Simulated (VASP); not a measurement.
**Yb: single point with PBEsol**

Crystal: Yb.

```xyz
2
Lattice="0.0000 3.9949 3.9949 3.9949 0.0000 3.9949 3.9949 3.9949 0.0000" Properties=species:S:1:pos:R:3 pbc="T T T"
Yb    0.9987    0.9987    0.9987
Yb    6.9910    6.9910    6.9910
```

This isn't the form of Yb at room conditions, which is fcc.

```yaml
Program: VASP 6.6.1
Task: single point
Functional: PBEsol
Potentials_or_basis: VASP PAW PBE potentials, release 64 (Yb)
Cutoff: 520 eV
k_mesh: 8 × 8 × 8
Occupations: fermi-dirac, width 0.1 eV
Spin: no spin polarisation
```

* Pressure: -0.1 GPa
* Band gap on the k mesh: none (metal or under the smearing width)

Levels at points of the mesh, in eV from the Fermi level:
| k point | band 22 | band 23 | band 24 | band 25 | band 26 | band 27 |
| --- | --- | --- | --- | --- | --- | --- |
| (0.00, 0.00, 0.00) | -0.51 | -0.51 | 1.05 | 1.05 | 1.05 | 1.10 |
| (0.50, 0.00, 0.00) | -0.53 | -0.52 | -0.51 | 0.88 | 0.88 | 0.90 |
| (0.50, 0.50, 0.00) | -0.53 | -0.53 | -0.53 | 0.05 | 0.05 | 1.47 |

Wall time 7.1 min on 1 thread of Intel(R) Xeon(R) Platinum 8375C CPU @ 2.90GHz (Ice Lake), on a shared host, peak memory 0.31 GiB.

Caveat: the PAW data sets were made with another functional, which shifts forces and pressure a little. The run has no spin-orbit coupling, so splittings on Yb are missing.
